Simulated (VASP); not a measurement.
A run of VASP 6.6.1 is set up as follows.

The input INCAR:

```
SYSTEM = Ir
PREC     = Accurate       ! precision mode
ENCUT    = 520            ! plane-wave cutoff, eV
EDIFF    = 1E-7           ! SCF threshold, eV
ISMEAR   = 0              ! smearing method
SIGMA    = 0.5            ! smearing width, eV
LREAL    = .FALSE.        ! projectors in reciprocal space
LASPH    = .TRUE.         ! aspherical terms in the spheres
NELM     = 80             ! most SCF steps
ALGO     = Normal         ! electronic algorithm
ISIF     = 2              ! what is computed and relaxed
LWAVE    = .FALSE.        ! write WAVECAR
LCHARG   = .FALSE.        ! write CHGCAR
GGA      = PS             ! functional
```

KPOINTS

```
regular mesh
0
G
  18 18 18
  0 0 0
```

POSCAR

```
Ir
1.0
    0.0000000000      1.9169000000      1.9169000000
    1.9169000000      0.0000000000      1.9169000000
    1.9169000000      1.9169000000      0.0000000000
Ir
1
Direct
    0.0000000000      0.0000000000      0.0000000000
```

Potentials or basis: VASP PAW PBE potentials, release 64 (Ir).

Run with:

```bash
$ cat potpaw_PBE.64/Ir/POTCAR > POTCAR
$ mpirun -np 1 vasp_std > vasp.out
```

Problem. Estimate the band gap on the k mesh.

Solution. None (metal or under the smearing width).

Problem. Predict the pressure.

Solution. 1.0 GPa.

Caveat: the PAW data sets were made with another functional, which shifts forces and pressure a little. The run has no spin-orbit coupling, so splittings on Ir are missing.
